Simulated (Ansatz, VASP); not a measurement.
## Pd in VASP and in Ansatz

Contents of INCAR:

```
SYSTEM = Pd
PREC = Accurate
ENCUT = 520
EDIFF = 1E-6
ISMEAR = -1
SIGMA = 0.05
LREAL = .False.
LASPH = .True.
NELM = 60
ALGO = Normal
ISIF = 2
LWAVE = .False.
LCHARG = .True.
GGA = CA
LELF = .True.
LVHAR = .True.
NBANDS = 11
```

File KPOINTS:

```
Automatic mesh
0
Gamma
  12 12 12
  0 0 0
```

POSCAR

```
Pd
1.0
   -1.6031178681      1.6031178681      1.6031178681
    1.6031178681     -1.6031178681      1.6031178681
    1.6031178681      1.6031178681     -1.6031178681
Pd
1
Direct
    0.0000000000      0.0000000000      0.0000000000
```

File input.yaml:

```yaml
crystal:
  lattice:
    - [-1.6031178681, 1.6031178681, 1.6031178681]
    - [1.6031178681, -1.6031178681, 1.6031178681]
    - [1.6031178681, 1.6031178681, -1.6031178681]
  atoms:
    - { symbol: Pd, position: [0.0, 0.0, 0.0] }
hamiltonian:
  xc: lda
  pseudopotentials: { kind: paw }
kpoints:
  mp_grid: { grid: [12, 12, 12] }
scf:
  occupations: { method: fermi_dirac, width: 0.05 }
output:
  forces: true
  stress: true
  eigenvalues: true
```

This isn't the form of Pd at room conditions, which is fcc.

Alike in both runs: task single point; functional LDA; k mesh 12 × 12 × 12; occupations fermi-dirac, width 0.05 eV; no spin polarisation.

```csv
,VASP,Ansatz
version,VASP 6.6.1,Ansatz 0.2.0
potentials or method,"VASP PAW LDA potentials, release 64 (Pd)",Ansatz PAW
plane-wave cutoff (eV),520,420
valence electrons in the cell,10,18
```

Ansatz gave:

```
gap on the k mesh at the Fermi level (eV) : none
pressure (GPa)                            : -21.8
```

Q: What did VASP give for the same quantities?

A: gap on the k mesh at the Fermi level (eV): none; pressure (GPa): -21.6.

A gap of «none» marks a metal or a gap that the smearing closes. The two sets of potentials don't hold the same shells in valence.

Caveats: so large a pressure means that the cell lies far from this level's equilibrium, or that cutoff or potentials fall short (VASP); the PAW data sets come from PBE, with cores solved anew for the run's functional, which leaves a small shift of forces and pressure (Ansatz).
